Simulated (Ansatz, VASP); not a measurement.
Si: programs and potentials compared

The starting cell:

```xyz
2
Lattice="0.0000 2.7219 2.7219 2.7219 0.0000 2.7219 2.7219 2.7219 0.0000" Properties=species:S:1:pos:R:3 pbc="T T T"
Si    2.7219    2.7219    2.7219
Si    4.0828    4.0828    4.0828
```

Alike in all runs: task relaxation of cell and atoms; functional revPBE; dispersion D3(BJ); k mesh 8 × 8 × 8; occupations fermi-dirac, width 0.05 eV; no spin polarisation; no spin-orbit coupling.

```tsv
program and potentials	plane-wave cutoff (eV)	notes	equilibrium volume (Å³/atom)
Ansatz, Ansatz PAW	420	potentials made for PBE, which Ansatz adapts in part	19.62
Ansatz, all-electron LAPW, scalar-relativistic	-	-	19.61
VASP, PBE PAW files Si, 600 eV	600	potentials made for PBE	19.58
```

The equilibrium volume spans 19.58 (VASP, PBE PAW files Si, 600 eV) to 19.62 Å³/atom (Ansatz, Ansatz PAW), with all-electron results at 19.61. Some sets were made for another functional than the one run, which can shift their rows. Relaxations stop with a little pressure left, so the last digit of a volume isn't settled.

Differences between rows come from potentials, basis sets and numerical settings, since the functional is the same but for its coding. Runs on potential files found faulty are left out.
